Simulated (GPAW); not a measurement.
Runs of GPAW 26.7.0 on HfN. Symmetry: F-43m, No. 216, cubic system. Conventional cell: a = 4.910 Å, b = 4.910 Å, c = 4.910 Å, α = 90.00°, β = 90.00°, γ = 90.00°. Hf (site symmetry -43m) is surrounded by 4 N at 2.13 Å. N (site symmetry -43m) is surrounded by 4 Hf at 2.13 Å. The cell comes from a database or a generator and needn't be the stable form of this composition.

```tsv
task	level	potentials or basis	cell	k mesh	cutoff (eV)	maxiter	band path	band points	optimizer	fmax	gap on the mesh (eV)	pressure (GPa)	V0 of scaled cells (Å³/atom)	relaxed volume (Å³/atom)	B0 (GPa)
band structure	PBEsol	PAW data sets generated in the run's folder for this functional, pw	as given	9 × 9 × 9	800	150	GXWKGLUWLK,UX	60	-	-	-	-4.2	-	-	-
relaxation of cell and atoms	PBEsol+D3(BJ)+ATM	PAW data sets generated in the run's folder for this functional, pw	relaxed	9 × 9 × 9	800	150	-	-	BFGS	0.02 eV/Å	none	0.2	-	14.26	-
equation of state	LDA	the program's PAW data sets (release 1.2.1) made for this functional, pw	as given	9 × 9 × 9	800	150	-	-	-	-	-	-	14.11	-	(a)
relaxation of cell and atoms	PBEsol+D4	PAW data sets generated in the run's folder for this functional, pw	relaxed	9 × 9 × 9	800	150	-	-	BFGS	0.02 eV/Å	none	0.1	-	14.34	-
single point	r2SCAN	GPAW PAW data sets (gpaw-data 1.2.1), pw	as given	8 × 8 × 8	600	120	-	-	-	-	none	-6.1	-	-	-
equation of state	PBEsol	PAW data sets generated in the run's folder for this functional, pw	as given	9 × 9 × 9	800	150	-	-	-	-	-	-	14.51	-	204
relaxation of cell and atoms	PBEsol+D3(BJ)	PAW data sets generated in the run's folder for this functional, pw	relaxed	9 × 9 × 9	800	150	-	-	BFGS	0.02 eV/Å	none	0.2	-	(c)	-
relaxation of cell and atoms	PBEsol	PAW data sets generated in the run's folder for this functional, pw	relaxed	9 × 9 × 9	800	150	-	-	BFGS	0.02 eV/Å	none	0.1	-	(b)	-
```

Alike in all rows: no spin polarisation; smearing fermi-dirac 0.05 eV.

Task: Fill in the values left out.

Result: (a) 218; (b) 14.48; (c) 14.23.

Caveats: later steps reuse the first step's grids (some runs); pairwise dispersion overbinds metals, which lowers pressure and volume (some runs); the cutoff is short for stress and forces, so pressures can be off by a GPa or more (some runs); the PAW data sets were made with another functional, which shifts forces and pressure a little (some runs).

A k mesh can miss the band edges, and the runs leave out spin-orbit coupling on Hf.

A gap of «none» marks a metal or a gap under the smearing width.

Not every run made on this cell is shown here.
